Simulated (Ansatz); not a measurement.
Notes on Zr$_{3}$N$_{4}$

```
N Zr
1.0
    -3.38631    3.38631    3.38631
     3.38631   -3.38631    3.38631
     3.38631    3.38631   -3.38631
N Zr
8 6
Direct
  0.12600 0.12600 0.12600
  0.87400 0.50000 0.00000
  0.50000 0.00000 0.37400
  0.00000 0.87400 0.50000
  0.37400 0.50000 0.00000
  0.62600 0.62600 0.62600
  0.00000 0.37400 0.50000
  0.50000 0.00000 0.87400
  0.25000 0.62500 0.37500
  0.37500 0.25000 0.62500
  0.75000 0.87500 0.12500
  0.12500 0.75000 0.87500
  0.62500 0.37500 0.25000
  0.87500 0.12500 0.75000
```

Level: a composed functional ({exchange: {slater: 0.37, rpw86: 0.63}, correlation: vwn5}), no spin polarisation; 420 eV; 6×6×6 Γ-centred mesh; fermi-dirac occupations (width 0.1 eV); Ansatz 0.2.0, fixed geometry.

**Question.** Describe some of the short contacts.

**Answer.** N–Zr at 2.20 Å: least valence density 0.57 e/Å³ and ELF 0.27 there. Both are smooth PAW fields, read partly inside the augmentation spheres.

**Question.** Give the Bader charges.

**Answer.** Bader charges in e: Zr +2.21, N -1.66. In the mean Zr gives up most and N takes most.

**Question.** Metal or insulator? Give the gap.

**Answer.** The gap is 0.82 eV, direct at the points sampled.

**Question.** Where is the largest force?

**Answer.** The largest is on N1 (and as large on other atoms): 0.14 eV/Å, components (0.08, 0.08, 0.08). It makes 124° with the line to a nearest neighbour, Zr12 at 2.20 Å.

Origin: a database entry at a rescaled volume. Caveats: atoms or cell far from equilibrium; forces of this functional can be a tenth off on these datasets.
